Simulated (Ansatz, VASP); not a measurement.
# InAs in two plane-wave programs, part 3 of 3

Aim: how closely do two programs agree when they are given the same cell, functional and k mesh? The structure shown is the start of the Ansatz relaxation below; VASP solves that cell, so the two are compared at the walk's first step.

VASP 6.6.1 and Ansatz 0.2.0.

So far: The starting structure; Ansatz: relaxation, r2SCAN; VASP: single point, r2SCAN, start cell.

## (3) VASP: single point, r2SCAN, start cell (continued)

Level of this step: r2SCAN; plane waves and PAW (As, In_d) (VASP).

Numbers of over 12 decimals in the logs are rounded to 6 here.

From OUTCAR (step 3):

```text
ion  position               nearest neighbor table
   1  0.752  0.752  0.748-   2 2.65   2 2.65   2 2.68   2 2.68
   2  0.998  0.998  0.002-   1 2.65   1 2.65   1 2.68   1 2.68

  LATTYP: Found a body centered orthorhombic cell.
 ALAT       =     4.3189007393
 B/A-ratio  =     1.0300957064
 C/A-ratio  =     1.3988679909

 Subroutine GETGRP returns: Found  4 space group operations
 (whereof  2 operations were pure point group operations)

The static configuration has the point symmetry C_1h.
 The point group associated with its full space group is C_2v.

   k-points           NKPTS =   1728   k-points in BZ     NKDIM =   1728   number of bands    NBANDS=     15

   dimension x,y,z NGX =    30 NGY =   30 NGZ =   30
   dimension x,y,z NGXF=    60 NGYF=   60 NGZF=   60

   ENCUT  =  440.0 eV  32.34 Ry    5.69 a.u.   7.40  7.40  7.61*2*pi/ulx,y,z

   NELECT =      18.0000    total number of electrons

 k-points in reciprocal lattice and weights: Points of the shifted mesh
   0.04166667  0.04166667  0.04166667       0.001
   0.04166667  0.04166667  0.12500000       0.001
   0.04166667  0.04166667  0.20833333       0.001
   0.04166667  0.04166667  0.29166667       0.001
   0.04166667  0.04166667  0.37500000       0.001
   0.04166667  0.04166667  0.45833333       0.001
   0.04166667  0.04166667  0.54166667       0.001
   0.04166667  0.04166667  0.62500000       0.001
   0.04166667  0.04166667  0.70833333       0.001
[...]
0.95833333  0.95833333  0.87500000       0.001
   0.95833333  0.95833333  0.95833333       0.001

 average (electrostatic) potential at core
       1 -54.5923       2-102.6359

 E-fermi :   4.0442

 k-point     1 :       0.0417    0.0417    0.0417
  band No.  band energies     occupation
    ...
      5     -10.8431      2.00000
      6      -8.1787      2.00000
      7       3.1546      2.00000
      8       3.7846      2.00000
      9       3.7985      2.00000
     10       4.2899      0.00000
     11       7.9261      0.00000
     12       8.0366      0.00000
     13       8.2456      0.00000
     14      11.7849      0.00000
    ...

 k-point     2 :       0.0417    0.0417    0.1250
  band No.  band energies     occupation
    ...
      5     -10.8435      2.00000
      6      -8.0912      2.00000
      7       2.2386      2.00000
      8       3.5737      2.00000
      9       3.7460      2.00000
     10       4.9931      0.00000
     11       7.9570      0.00000
     12       8.3230      0.00000
     13       8.3230      0.00000
     14      12.2653      0.00000
    ...

 k-point     3 :       0.0417    0.0417    0.2083
  band No.  band energies     occupation
    ...
      5     -10.8431      2.00000
      6      -7.8783      2.00000
      7       1.0736      2.00000
      8       3.2885      2.00000
      9       3.5508      2.00000
     10       5.4536      0.00000
     11       8.3654      0.00000
     12       8.5640      0.00000
     13       8.6853      0.00000
     14      12.5042      0.00000
    ...

  Total       -0.4624680     -0.4624680     -0.1330702     -0.4591277     -0.0000000     -0.0000000
  in kB      -12.7658072    -12.7658072     -3.6732242    -12.6736041     -0.0000000     -0.0000000
  external PRESSURE =      -9.7349462 kB  Pullay stress =       0.0000000 kB

  energy-cutoff  :      440.00
  volume of cell :       58.04
      direct lattice vectors                 reciprocal lattice vectors
     0.045955000  3.099879000  3.020786000    -0.163723786  0.163723786  0.165519835
     3.099879000  0.045955000  3.020786000     0.163723786 -0.163723786  0.165519835
     3.145834000  3.145834000  0.000000000     0.158940364  0.158940364 -0.165519835

 POSITION                                       TOTAL-FORCE (eV/Angst)
 -----------------------------------------------------------------------------------
      4.71870      4.71870      4.54084         0.000000      0.000000      0.061059
      3.14578      3.14578      6.03192        -0.000000     -0.000000     -0.061059
 -----------------------------------------------------------------------------------
    total drift:                               -0.000001     -0.000001      0.000000

  FREE ENERGIE OF THE ION-ELECTRON SYSTEM (eV)
  ---------------------------------------------------
  free  energy   TOTEN  =       -38.0492810710 eV

  energy  without entropy=      -38.0492810710  energy(sigma->0) =      -38.04928107

 total charge
# of ion       s       p       d       tot
------------------------------------------
    1        1.217   1.584   0.020   2.821
    2        0.835   0.716   9.885  11.435
--------------------------------------------------
tot          2.051   2.299   9.905  14.256

[... 3 further parts left out ...]
```

The run ends at a pressure of -0.97 GPa, with forces up to 0.061 eV/Å.

## (4) Differences

Known differences besides the potentials themselves: VASP keeps PBE cores, Ansatz makes them for the functional; the data sets hold 28 valence electrons in Ansatz (on its PAW soft_1 files) and 18 in VASP; the cutoff is 500 eV in Ansatz and 440 eV in VASP. Total energies have different zeros and are not compared.

Forces (eV/Å; atoms numbered as in POSCAR):

| atom | Ansatz x, y, z | VASP x, y, z |
| --- | --- | --- |
| As1 | 0.000, 0.000, 0.061 | 0.000, 0.000, 0.061 |
| In2 | 0.000, 0.000, -0.061 | 0.000, 0.000, -0.061 |

The forces differ by 0.1 meV/Å r.m.s., which is 0.4 % of the r.m.s. force of 0.035 eV/Å (both taken over all components).

## (5) What came out

| Quantity | Value |
| --- | --- |
| r.m.s. force difference (single point, r2SCAN, start cell) | 0.13 meV/Å |

In words: The r.m.s. force difference is 0.13 meV/Å (single point, r2SCAN, start cell), within the 12 meV/Å picked in this series as the mark of a large difference. The data sets hold unlike numbers of valence electrons (28 in Ansatz and 18 in VASP), so part of the differences comes from the potentials. How closely two codes agree says nothing of how well the functional describes the real material.

[Lines on the potential files, build, host, timing and source positions are cut from VASP's logs without a mark.]

[Logs are printed without paths, hosts, clocks, repeated set-up lines and the standing remarks that a program may print on its own settings, such as how far it seeks lower states.]

[Hosts, paths, dates, database ids (printed as entryN), source tags and the programs' standing remarks are cut or masked in the printed files.]
